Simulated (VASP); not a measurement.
# Na (I4/mmm) in VASP: a series of runs

Runs on Na. Level: PBE. Tasks: single point.

All numbers are computed with VASP 6.6.1; they aren't measurements. Logs are shortened: lines on timing, memory, paths and dates and some standing lists are left out, and cuts for length are marked.

**1. The structure**

The structure is tetragonal, space group I4/mmm (No. 139). Conventional cell: a = 3.777 Å, b = 3.777 Å, c = 5.275 Å, α = 90.00°, β = 90.00°, γ = 90.00°. Around Na (site symmetry 4/mmm) lie 12 Na at 3.75 to 3.78 Å.

This isn't the form of Na at room conditions, which is bcc.

**2. Single point, PBE**

Contents of INCAR:

```
PREC = Accurate
ENCUT = 220
EDIFF = 1E-6
ISMEAR = 1
SIGMA = 0.1
LREAL = F
LASPH = T
NELM = 100
ALGO = Normal
ISIF = 2
LWAVE = F
LCHARG = F
GGA = PE
NBANDS = 10
ADDGRID = F
```

Contents of KPOINTS:

```
Automatic mesh
0
Gamma
  5 5 5
```

Contents of POSCAR:

```
Na
1.0
   -1.8882910800      1.8882910800      2.6372766800
    1.8882910800     -1.8882910800      2.6372766800
    1.8882910800      1.8882910800     -2.6372766800
Na
1
Direct
    0.0000000000      0.0000000000      0.0000000000
```

Potentials or basis: VASP PAW PBE potentials, release 64 (Na_pv).

Run with:

```
$ cat potpaw_PBE.64/Na_pv/POTCAR > POTCAR
$ mpirun -np 1 vasp_std > vasp.out
```

OUTCAR:

```text
PREC = Accurate
   ENCUT = 220
   EDIFF = 1E-6
   ISMEAR = 1
   LREAL = F
   LASPH = T
   NELM = 100
   ISIF = 2
   GGA = PE

 Found     18 irreducible k-points:

 Following reciprocal coordinates:
            Coordinates               Weight
  0.000000  0.000000  0.000000      1.000000
  0.200000 -0.000000  0.000000      8.000000
  0.400000 -0.000000  0.000000      8.000000
  0.200000  0.200000  0.000000      8.000000
  0.400000  0.200000  0.000000     16.000000
 -0.400000  0.200000 -0.000000     16.000000
   k-points           NKPTS =     18   k-points in BZ     NKDIM =     18   number of bands    NBANDS=     10
   number of dos      NEDOS =    301   number of ions     NIONS =      1
   total plane-waves  NPLWV =   5832
   dimension x,y,z NGX =    18 NGY =   18 NGZ =   18
   dimension x,y,z NGXF=    36 NGYF=   36 NGZF=   36
   ions per type =               1
   NGX,Y,Z   is equivalent  to a cutoff of   7.97,  7.97,  7.97 a.u.
   NGXF,Y,Z  is equivalent  to a cutoff of  15.95, 15.95, 15.95 a.u.
 SYSTEM =  unknown system
   PREC   = accura    normal or accurate (medium, high low for compatibility)
   ISTART =      0    job   : 0-new  1-cont  2-samecut
   ICHARG =      2    charge: 1-file 2-atom 10-const
   ISPIN  =      1    spin polarized calculation?
   LNONCOLLINEAR =      F non collinear calculations
   LSORBIT =      F    spin-orbit coupling
   LASPH  =      T    aspherical Exc in radial PAW
   ENCUT  =  220.0 eV  16.17 Ry    4.02 a.u.   4.54  4.54  4.54*2*pi/ulx,y,z
   NELM   =    100;   NELMIN=  2; NELMDL= -5     # of ELM steps
   EDIFF  = 0.1E-05   stopping-criterion for ELM
   LREAL  =      F    real-space projection
   EDIFFG = 0.1E-04   stopping-criterion for IOM
   NSW    =      0    number of steps for IOM
   IBRION =     -1    ionic relax: 0-MD 1-quasi-New 2-CG
   NFREE  =      0    steps in history (QN), initial steepest desc. (CG)
   ISIF   =      2    stress and relaxation
   ISYM   =      2    0-nonsym 1-usesym 2-fastsym
   POTIM  = 0.5000    time-step for ionic-motion
   TEBEG  =    0.0;   TEEND  =   0.0 temperature during run
   PSTRESS=    0.0 pullay stress
   NELECT =       7.0000    total number of electrons
   NUPDOWN=      -1.0000    fix difference up-down
   EMIN   =  10.00;   EMAX   =-10.00  energy-range for DOS
   EFERMI =   0.00;   METHOD = LEGACY
   ISMEAR =     1;   SIGMA  =   0.10  broadening in eV -4-tet -1-fermi 0-gaus
   EFERMI_NEDOS =   21; number of points for ismear=-14 and -15
   IALGO  =     38    algorithm
   IMIX   =      4    mixing-type and parameters
     AMIX     =   0.40;   BMIX     =  1.00
     AMIX_MAG =   1.60;   BMIX_MAG =  1.00
  volume/ion in A,a.u.               =      37.61       253.83
  Fermi-wavevector in a.u.,A,eV,Ry     =   0.934666  1.766262 11.886050  0.873600
  Thomas-Fermi vector in A             =   2.061494
   LORBIT       =      0    0 simple, 1 ext, 2 COOP (PROOUT), +10 PAW based schemes
   GGA     = PE    functional components
   LHFCALC =     F    Hartree Fock is set to
   AEXX    =    0.0000 exact exchange contribution
   IVDW    =     0    specifies the selected vdW correction
   LEPSILON=     F    determine dielectric tensor
   LRPA    =     F    only Hartree local field effects (RPA)
 non-spin polarized calculation
 Methfessel and Paxton  Order N= 1 SIGMA  =   0.10
  energy-cutoff  :      220.00
  volume of cell :       37.61
 maximum number of plane-waves:       291
 NGX is ok and might be reduce to    18
   NGX =  9   NGY =  9   NGZ =  9

 number of electron       6.9999896 magnetization

 Free energy of the ion-electron system (eV)
  ---------------------------------------------------
  ext. energy  EPLUGINS =         0.00000000
  ---------------------------------------------------
  free energy    TOTEN  =        -1.26515129 eV

  energy without entropy =       -1.26437880  energy(sigma->0) =       -1.26489380

 E-fermi :   0.4394     XC(G=0):  -6.4721

 val. band max:        0.4014520806   @ k =  -0.4000   0.4000   0.0000
 cond. band min:       0.4847941043   @ k =  -0.4000  -0.4000   0.4000
 fundamental gap:      0.0833420237
 Fermi energy:         0.4393935924

 k-point     1 :       0.0000    0.0000    0.0000
  band No.  band energies     occupation
      1     -24.7765      2.00000
      2     -24.7718      2.00000
      3     -24.7718      2.00000
      4      -2.9767      2.00000
      5      11.2703      0.00000
      6      11.2707      0.00000
      7      11.3120      0.00000
      8      12.3725      0.00000
      9      12.8016      0.00000
     10      12.8025      0.00000

 k-point     2 :       0.2000   -0.0000    0.0000
  band No.  band energies     occupation
      1     -24.7922      2.00000
      2     -24.7742      2.00000
      3     -24.7727      2.00000
      4      -2.3213      2.00000
      5       6.8723      0.00000
      6      10.5202      0.00000
      7      10.6013      0.00000
      8      11.8100      0.00000
      9      13.3482      0.00000
     10      13.5857      0.00000

 k-point     3 :       0.4000   -0.0000    0.0000
  band No.  band energies     occupation
      1     -24.7818      2.00000
      2     -24.7749      2.00000
      3     -24.7748      2.00000
      4      -0.4031      2.00000
      5       2.7216      0.00000
      6      10.2151      0.00000
      7      10.3603      0.00000
      8      11.3721      0.00000
      9      11.5402      0.00000
     10      11.7673      0.00000

 k-point     4 :       0.2000    0.2000    0.0000
  band No.  band energies     occupation
      1     -24.7806      2.00000
      2     -24.7789      2.00000
      3     -24.7694      2.00000
      4      -1.2396      2.00000
      5       5.4865      0.00000
      6       6.4109      0.00000
      7      10.6494      0.00000
      8      11.6017      0.00000
      9      12.9658      0.00000
     10      14.1381      0.00000

 k-point     5 :       0.4000    0.2000    0.0000
  band No.  band energies     occupation
      1     -24.7821      2.00000
      2     -24.7800      2.00000
      3     -24.7729      2.00000
      4       1.0335     -0.00000
      5       2.1121     -0.00000
      6       6.1500      0.00000
      7       9.0006      0.00000
      8       9.8283      0.00000
      9      13.7469      0.00000
     10      14.8505      0.00000

 k-point     6 :      -0.4000    0.2000   -0.0000
  band No.  band energies     occupation
      1     -24.7877      2.00000
      2     -24.7838      2.00000
      3     -24.7762      2.00000
      4      -0.6260      2.00000
      5       4.5110      0.00000
      6       7.3628      0.00000
      7       8.4539      0.00000
      8       9.2351      0.00000
      9      13.0120      0.00000
     10      15.0745      0.00000

 [... further k-points ...]

------------------------ aborting loop because EDIFF is reached ----------------------------------------

  FORCE on cell =-STRESS in cart. coord.  units (eV):
  Direction    XX          YY          ZZ          XY          YZ          ZX
  --------------------------------------------------------------------------------------
  -------------------------------------------------------------------------------------
  Total       -2.3081142     -2.3081142     -2.3975746      0.0000000      0.0000000      0.0000000
  in kB      -98.3137616    -98.3137616   -102.1243132      0.0000000      0.0000000      0.0000000
  external PRESSURE =     -99.5839455 kB  Pullay stress =       0.0000000 kB

 VOLUME and BASIS-vectors are now :
 -----------------------------------------------------------------------------
  energy-cutoff  :      220.00
  volume of cell :       37.61
      direct lattice vectors                 reciprocal lattice vectors
    -1.888291080  1.888291080  2.637276680     0.000000000  0.264789685  0.189589512
     1.888291080 -1.888291080  2.637276680     0.264789685  0.000000000  0.189589512
     1.888291080  1.888291080 -2.637276680     0.264789685  0.264789685  0.000000000

 POSITION                                       TOTAL-FORCE (eV/Angst)
 -----------------------------------------------------------------------------------
      0.00000      0.00000      0.00000        -0.000000      0.000000     -0.000000
 -----------------------------------------------------------------------------------
    total drift:                                0.000000     -0.000000      0.000000

  FREE ENERGIE OF THE ION-ELECTRON SYSTEM (eV)
  ---------------------------------------------------
  free  energy   TOTEN  =        -1.2651512941 eV

  energy  without entropy=       -1.2643788005  energy(sigma->0) =       -1.26489380
```

OSZICAR:

```text
N       E                     dE             d eps       ncg     rms          rms(c)
DAV:   1     0.156613512577E+02    0.15661E+02   -0.28375E+03   392   0.313E+02
DAV:   2    -0.108508533614E+01   -0.16746E+02   -0.16688E+02   388   0.937E+01
DAV:   3    -0.126461449055E+01   -0.17953E+00   -0.17948E+00   444   0.108E+01
DAV:   4    -0.126578475363E+01   -0.11703E-02   -0.11702E-02   410   0.871E-01
DAV:   5    -0.126579789288E+01   -0.13139E-04   -0.13139E-04   442   0.898E-02    0.343E-01
DAV:   6    -0.126388411633E+01    0.19138E-02   -0.81044E-03   410   0.119E+00    0.167E-01
DAV:   7    -0.126507023022E+01   -0.11861E-02   -0.41553E-03   400   0.813E-01    0.603E-02
DAV:   8    -0.126514668695E+01   -0.76457E-04   -0.16998E-04   418   0.182E-01    0.577E-03
DAV:   9    -0.126515078866E+01   -0.41017E-05   -0.10332E-06   410   0.944E-03    0.199E-03
DAV:  10    -0.126515129405E+01   -0.50539E-06   -0.20309E-07   262   0.306E-03
   1 F= -.12651513E+01 E0= -.12648938E+01  d E =-.772494E-03
```

stdout:

```text
POSCAR found type information on POSCAR Na
 POSCAR found :  1 types and       1 ions
 scaLAPACK will be used
 LDA part: xc-table for (Slater+PW92), standard interpolation
 POSCAR, INCAR and KPOINTS ok, starting setup
 FFT: planning ... GRIDC
 FFT: planning ... GRID_SOFT
 FFT: planning ... GRID
 WAVECAR not read
 entering main loop
```

Run time: 1.3 s. Hardware: 1 thread of AMD EPYC 9R45 (Zen 5), shared host; peak memory 0.08 GiB.

The run converged, but a check on its numbers failed (symmetry, net force, bounds or a known fault of this set-up), so they aren't taken as properties of the crystal.

Caveat: the k mesh is coarse (spacing up to 0.47 Å⁻¹), so the values aren't converged; the cutoff lies under the usual one of these potentials, so the numbers hold a large basis-set error.

**3. Single point, PBE**

INCAR: that of step 2 with these lines changed.

```diff
@@ -1,3 +1,3 @@
 PREC = Accurate
-ENCUT = 220
+ENCUT = 280
 EDIFF = 1E-6
```

KPOINTS is that of step 2.

POSCAR is that of step 2.

Potentials or basis: VASP PAW PBE potentials, release 64 (Na_pv).

Run with:

```
$ cat potpaw_PBE.64/Na_pv/POTCAR > POTCAR
$ mpirun -np 1 vasp_std > vasp.out
```

It took 1.4 s on 1 thread of AMD EPYC 9R45 (Zen 5), shared host; peak memory 0.08 GiB.

These settings aren't checked as converged: the numbers below hold their error.

What came out:

```
Free energy            : -1.3545 eV
Band gap on the k mesh : none (metal or under the smearing width)
```

Caveat: the k mesh is coarse (spacing up to 0.47 Å⁻¹), so the values aren't converged; the cutoff is under 1.25 times the usual one of these potentials, so pressure, stress and relaxed cells hold a basis-set (Pulay) error.

**4. Single point, PBE**

INCAR: that of step 3 with these lines changed.

```diff
@@ -1,3 +1,3 @@
 PREC = Accurate
-ENCUT = 280
+ENCUT = 460
 EDIFF = 1E-6
```

Contents of KPOINTS:

```
Automatic mesh
0
Gamma
  4 4 4
```

POSCAR is that of step 3.

Run with:

```
$ cat potpaw_PBE.64/Na_pv/POTCAR > POTCAR
$ mpirun -np 1 vasp_std > vasp.out
```

It took 2.2 s on 1 thread of AMD EPYC 9R45 (Zen 5), shared host; peak memory 0.11 GiB.

The run converged, but some of its settings lie outside the range that counts as converged, so its numbers aren't taken as properties of the crystal.

What came out:

```
Free energy            : -1.2060 eV
Pressure               : 0.1 GPa
Band gap on the k mesh : none (metal or under the smearing width)
```

Caveat: the k mesh is coarse (spacing up to 0.59 Å⁻¹), so the values aren't converged.

**5. Single point, PBE**

INCAR: that of step 4 with these lines changed.

```diff
@@ -1,3 +1,3 @@
 PREC = Accurate
-ENCUT = 460
+ENCUT = 520
 EDIFF = 1E-6
```

KPOINTS is that of step 4.

POSCAR is that of step 4.

Run with:

```
$ cat potpaw_PBE.64/Na_pv/POTCAR > POTCAR
$ mpirun -np 1 vasp_std > vasp.out
```

Wall time 2.2 s (1 thread of AMD EPYC 9R45 (Zen 5), shared host); peak memory 0.11 GiB.

The run converged, but some of its settings lie outside the range that counts as converged, so its numbers aren't taken as properties of the crystal.

Results:

```
Free energy            : -1.2061 eV
Pressure               : 0.1 GPa
Band gap on the k mesh : none (metal or under the smearing width)
```

Caveat: the k mesh is coarse (spacing up to 0.59 Å⁻¹), so the values aren't converged.

**6. Single point, PBE**

INCAR: that of step 5 with these lines changed.

```diff
@@ -1,3 +1,3 @@
 PREC = Accurate
-ENCUT = 520
+ENCUT = 340
 EDIFF = 1E-6
```

Contents of KPOINTS:

```
Automatic mesh
0
Gamma
  5 5 5
```

POSCAR is that of step 5.

Potentials or basis: VASP PAW PBE potentials, release 64 (Na_pv).

Run with:

```
$ cat potpaw_PBE.64/Na_pv/POTCAR > POTCAR
$ mpirun -np 1 vasp_std > vasp.out
```

It took 1.8 s on 1 thread of AMD EPYC 9R45 (Zen 5), shared host; peak memory 0.1 GiB.

These settings aren't checked as converged: the numbers below hold their error.

Results:

| Item | Value |
| --- | --- |
| Free energy | -1.3560 eV |
| Pressure | -0.3 GPa |
| Band gap on the k mesh | none (metal or under the smearing width) |

Caveat: the k mesh is coarse (spacing up to 0.47 Å⁻¹), so the values aren't converged.

**7. For comparison**

An earlier run on the cell as given: functional PBE; potentials or basis VASP PAW PBE potentials, release 64 (Na_pv); cutoff 520 eV; k mesh 10 × 10 × 10; occupations fermi-dirac, width 0.05 eV; no spin polarisation.

* Pressure: -0.1 GPa
* Band gap on the k mesh: none (metal or under the smearing width)
